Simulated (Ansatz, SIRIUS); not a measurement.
Given: the input of a run of Ansatz 0.2.0 on AlNi3. The cell is a database's computed one, not the measured one.

The input input.yaml:

```yaml
crystal:
  lattice:
    - [3.5230547267, 0.0, 0.0]
    - [0.0, 3.5230547267, 0.0]
    - [0.0, 0.0, 3.5230547267]
  atoms:
    - { symbol: Ni, position: [0.5, 0.5, 0.0], spin: 1.0 }
    - { symbol: Ni, position: [0.5, 0.0, 0.5], spin: 1.0 }
    - { symbol: Ni, position: [0.0, 0.5, 0.5], spin: 1.0 }
    - { symbol: Al, position: [0.0, 0.0, 0.0] }
kpoints:
  mp_grid: { grid: [8, 8, 8] }
scf:
  occupations: { method: fermi_dirac, width: 0.05 }
hamiltonian:
  xc: pbesol
  pseudopotentials: { kind: all_electron, lapw: { basis_error: 0.001 } }
magnetization:
  spin_polarized: true
output:
  forces: true
  stress: true
  eigenvalues: true
  populations: true
```

Potentials or basis: all-electron LAPW, scalar-relativistic.

Command:

```console
$ ansatz run input.yaml --threads 4 --pin off --max-ram 12288MiB --backend cpu --events-out ev --progress --plain --runs-dir out
```

**Question.** Set up the same calculation for SIRIUS 7.10.0. Potentials or basis there: PseudoDojo 0.4.1 PBEsol standard (scalar relativistic), cutoff 1333 eV.

**Answer.** As run (cutoffs and basis follow the program's own potentials, and thresholds, step limits or extra output files can differ):

sirius.json

```json
{
  "control": {
    "processing_unit": "cpu",
    "verbosity": 2,
    "num_bands_to_print": 40,
    "print_forces": true,
    "print_stress": true
  },
  "parameters": {
    "electronic_structure_method": "pseudopotential",
    "xc_functionals": ["XC_GGA_X_PBE_SOL", "XC_GGA_C_PBE_SOL"],
    "gk_cutoff": 9.9,
    "pw_cutoff": 19.8,
    "ngridk": [8, 8, 8],
    "shiftk": [0, 0, 0],
    "smearing": "fermi_dirac",
    "smearing_width": 0.0018374661,
    "num_bands": 40,
    "num_mag_dims": 1,
    "num_dft_iter": 100,
    "energy_tol": 1e-08,
    "density_tol": 1e-06
  },
  "iterative_solver": {
    "type": "davidson",
    "min_tolerance": 1e-09,
    "tolerance_scale": [0.1, 0.25]
  },
  "mixer": {
    "type": "anderson",
    "beta": 0.5,
    "max_history": 8
  },
  "settings": {
    "tol_ne": 1e-10,
    "pseudo_grid_cutoff": 6.5,
    "smooth_initial_mag": true
  },
  "unit_cell": {
    "lattice_vectors": [
      [6.657608555531, 0.0, 0.0],
      [0.0, 6.657608555531, 0.0],
      [0.0, 0.0, 6.657608555531]
    ],
    "atom_coordinate_units": "lattice",
    "atom_types": ["Ni", "Al"],
    "atom_files": {
      "Al": "Al.json",
      "Ni": "Ni.json"
    },
    "atoms": {
      "Ni": [
        [0.5, 0.5, 0.0, 0.0, 0.0, 1.0],
        [0.5, 0.0, 0.5, 0.0, 0.0, 1.0],
        [0.0, 0.5, 0.5, 0.0, 0.0, 1.0]
      ],
      "Al": [
        [0.0, 0.0, 0.0, 0.0, 0.0, 0.0]
      ]
    }
  }
}
```

Potentials or basis: PseudoDojo 0.4.1 PBEsol standard (scalar relativistic).

Run with:

```sh
$ upf_to_json Al.upf
$ upf_to_json Ni.upf
$ OMP_NUM_THREADS=1 sirius.scf --input=sirius.json --output=out.json --task=0
```

Both were run:

|  | Ansatz | SIRIUS |
| --- | --- | --- |
| Pressure | -0.7 GPa | -0.6 GPa |
| Net moment | 0.67 μB per cell | 0.68 μB per cell |
| Absolute moment | 0.82 μB per cell | 0.83 μB per cell |

Where Ansatz's input types no cutoff or centring, it takes its own default and a Γ-centred mesh.

The magnetic state is the one that the start led to; the real crystal's order can differ.

Pressure is positive in compression.
